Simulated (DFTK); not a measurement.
# Rh: equation of state with PBEsol

**Experimental background.**

“Thermal equation of state of rhodium characterized by XRD in a resistively heated diamond anvil cell”, 2024, pmc:11535440 quotes, for a bulk crystal of Rh: bulk modulus 264 ± 1 GPa.

Crystal: Rh.

```
Rh
1.0
     2.68397    0.00000    0.00000
     1.34198    2.32438    0.00000
     1.34198    0.77479    2.19145
Rh
1
Direct
  0.00000 0.00000 0.00000
```

* Program: DFTK 0.8.2
* Task: equation of state
* Functional: PBEsol
* Potentials or basis: SPMS 1.0 (PBE)
* Cutoff: 1225 eV
* k mesh: 10 × 10 × 10
* Occupations: fermi-dirac, width 0.05 eV
* Spin: no spin polarisation

```
Equilibrium volume                      : 13.53 Å³/atom
Bulk modulus                            : 297 GPa
Pressure derivative of the bulk modulus : 5.1
```

Energy against volume, from the lowest point:
| volume (Å³/atom) | energy (meV/atom) |
| --- | --- |
| 12.851 | 33.53 |
| 13.125 | 10.61 |
| 13.398 | 0.00 |
| 13.671 | 0.26 |
| 13.945 | 10.15 |
| 14.218 | 28.53 |
| 14.492 | 54.40 |

It took 6 min on 1 thread of Intel(R) Xeon(R) 6975P-C (Granite Rapids) (shared host), peak memory 1.5 GiB.

Against the measured bulk modulus of Rh, 264 GPa (quoted in “Thermal equation of state of rhodium characterized by XRD in a resistively heated diamond anvil cell”, 2024, pmc:11535440), the calculated 297 GPa is off by +12.6 %. The fit is for a static lattice scaled at fixed shape and fixed fractional positions.

Caveat: the potentials were made for another functional, which shifts forces and pressure.
